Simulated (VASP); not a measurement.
Here is a VASP 6.6.1 calculation.

The input INCAR:

```
PREC     = Accurate       # precision mode
ENCUT    = 900            # plane-wave cutoff, eV
EDIFF    = 1E-8           # SCF threshold, eV
ISMEAR   = 0              # smearing method
SIGMA    = 0.05           # smearing width, eV
LREAL    = False          # projectors in reciprocal space
LASPH    = True           # aspherical terms in the spheres
NELM     = 100            # most SCF steps
ALGO     = Normal         # electronic algorithm
ISIF     = 2              # what is computed and relaxed
LWAVE    = False          # write WAVECAR
LCHARG   = False          # write CHGCAR
GGA      = PS             # functional
ADDGRID  = False
```

Contents of KPOINTS:

```
regular mesh
0
Gamma
  11 11 8
```

The input POSCAR:

```
AlN
1.0
    3.3121157418      0.0000000000      0.0000000000
   -1.6560578709      2.8683763727      0.0000000000
    0.0000000000      0.0000000000      4.1875630000
Al N
2 2
Direct
    0.6237580000      0.3299140000      0.2556100000
    0.3117670000      0.6288490000      0.7350250000
    0.6903480000      0.3199170000      0.7468030000
    0.3351220000      0.6696830000      0.2481240000
```

Potentials or basis: VASP PAW PBE potentials, release 64 (Al, N).

Run with:

```console
$ cat potpaw_PBE.64/Al/POTCAR potpaw_PBE.64/N/POTCAR > POTCAR
$ mpirun -np 1 vasp_std > vasp.out
```

Question: What does it give for the largest force?

Answer: 2.824 eV/Å.

Question: What does it give for the band gap on the k mesh?

Answer: 3.09 eV, direct.

Question: Predict the pressure.

Answer: -0.1 GPa.

Forces in eV/Å, atoms in the order of the input:
```
Al   2.507 -0.442 -0.624
Al   1.607  1.580  0.646
N   -2.646 -0.985 -0.043
N   -1.468 -0.153  0.021
```

Caveat: the PAW data sets were made with another functional, which shifts forces and pressure a little; an odd mesh through Γ misses points on the zone boundary, where band edges often lie.
